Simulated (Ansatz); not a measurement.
**CuO: relaxation of cell and atoms with r2SCAN**

CuO:

```
CELL_PARAMETERS angstrom
4.16094 0.00000 0.00000
0.00000 4.16094 0.00000
0.00000 0.00000 3.88764
ATOMIC_POSITIONS crystal
Cu 0.50000 0.00000 0.50000
Cu 0.00000 0.50000 0.50000
Cu 0.00000 0.00000 0.00000
O 0.00000 0.00000 0.50000
O 0.50000 0.00000 0.00000
O 0.00000 0.50000 0.00000
```

Measurements of this composition are mostly on another form, of space group No. 15.

```json
{
  "Program": "Ansatz 0.2.0",
  "Task": "relaxation of cell and atoms",
  "Functional": "r2SCAN",
  "Potentials or basis": "Ansatz PAW",
  "Cutoff": "500 eV (not typed: the program's choice for these potentials)",
  "k mesh": "7 × 7 × 7",
  "Occupations": "fermi-dirac, width 0.05 eV",
  "Spin": "no spin polarisation"
}
```

```
Relaxed volume                         : 10.87 Å³/atom
Relaxed cell                           : a = 4.118 Å, b = 4.118 Å, c = 3.848 Å, α = 90.00°, β = 90.00°, γ = 90.00°
Space group after relaxing (to 0.05 Å) : P4/mmm (No. 123)
Energy gained by relaxing              : 5.2 meV/atom
Ionic steps                            : 5
Pressure after relaxing                : 0.0 GPa
Band gap on the k mesh                 : none (metal or under the smearing width)
```

The path:
| step | energy change (eV) | largest force (eV/Å) | volume (Å³) |
| --- | --- | --- | --- |
| 1 | 0.0000 | 0.0000 | 67.31 |
| 2 | -0.0237 | 0.0000 | 66.31 |
| 3 | -0.0333 | 0.0000 | 65.19 |
| 4 | -0.0333 | 0.0000 | 65.25 |
| 5 | -0.0314 | 0.0000 | 65.25 |

Final structure:
```
Cu O
1.0
     4.11793    0.00000    0.00000
     0.00000    4.11793    0.00000
     0.00000    0.00000    3.84785
Cu O
3 3
Direct
  0.50000 0.00000 0.50000
  0.00000 0.50000 0.50000
  0.00000 0.00000 0.00000
  0.00000 0.00000 0.50000
  0.50000 0.00000 0.00000
  0.00000 0.50000 0.00000
```

Levels at points of the mesh, in eV from the Fermi level:
```tsv
k point	band 34	band 35	band 36	band 37	band 38	band 39	band 40	band 41	band 42	band 43
(0.00, 0.00, 0.00)	-1.91	-1.73	-1.71	-1.71	-1.48	-1.37	1.70	6.89	8.42	9.44
```

Run time: 34 s on 2 threads of Intel(R) Xeon(R) Platinum 8259CL CPU @ 2.50GHz (Skylake/Cascade Lake), with other jobs on the host, peak memory 0.62 GiB.

Caveat: the plane-wave basis is chosen anew once the cell has moved, so the energies of steps on either side of that aren't comparable; an odd number of electrons without spin polarisation forces a metal; a magnetic or distorted state may lie lower; the run has no spin polarisation, though such a crystal can be magnetic; semilocal functionals often make such compounds metallic where correlation or magnetic order opens a gap, which also shifts bond lengths; the PAW data sets come from PBE, with cores solved anew for the run's functional, which leaves a small shift of forces and pressure. With open d or f shells a metallic result of r2SCAN can be an artefact of self-interaction; +U or a hybrid may open a gap.
